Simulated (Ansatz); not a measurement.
# TiC/AlN/TiC: predicting the conductance of a thicker barrier

How it was computed: Ansatz 0.2.0, plane waves with PAW datasets, PBE. Interfaces are relaxed in a short slab (with D3(BJ) where the barrier is layered), set between ideal electrode layers that go on as semi-infinite leads, and the zero-bias conductance G at 300 K comes from T(E) on a typed mesh. The error is the largest of the program's estimates from energy step, mesh, the leads' potential steps and neutrality; its separate bound for narrow resonances between the energies solved isn't counted and can be far larger. The lower electrode is TiC (rock salt 111), the upper TiC (rock salt 111) and the barrier AlN (wurtzite 0001), on a net of side 3.062 Å; d is the distance between the electrodes' last planes.

What is known so far:

| planes in the barrier | d (Å) | G (S/m²) | error (%) | lead step (meV) |
| --- | --- | --- | --- | --- |
| 8 | 12.76 | 1.05e9 | 12 | 8 |
| 12 | 17.84 | 4.74e7 | 14 | 9 |

**Question.** A further run has 16 planes, d = 22.92 Å. Fit G ∝ exp(−βd) to the rows shown and predict its conductance.

Working: Through two points, β = ln(1.05e9 / 4.74e7) / (17.84 − 12.76) = 3.10 / 5.08 = 0.610 Å⁻¹. From the last point shown, G = 4.74e7 × exp(−0.610 × 5.08) = 2.14e6 S/m².

Check: The run gave 2.73e6 S/m², with an error estimate of 15 % and a lead step of 21 meV. The prediction is 0.783 times that, too low by 22 %. That lies within the runs' own error estimates, carried through the fit.

**Limits.** The interfaces are ideal, one cell wide, strained to a common net and relaxed from one registry with their symmetry kept. PBE's gaps are too small, so true decay constants are likely larger where the Fermi level lies deep in a gap. No spin-orbit coupling, phonons, disorder or image charges enter. The rows shown are chosen by tests on error estimates (under 100 to 120 %), lead steps (under 150 meV, though the program warns over 25), intact interfaces and, for fits, a steady trend in the rows shown; the data set holds 414 series of this kind, and not all pass.
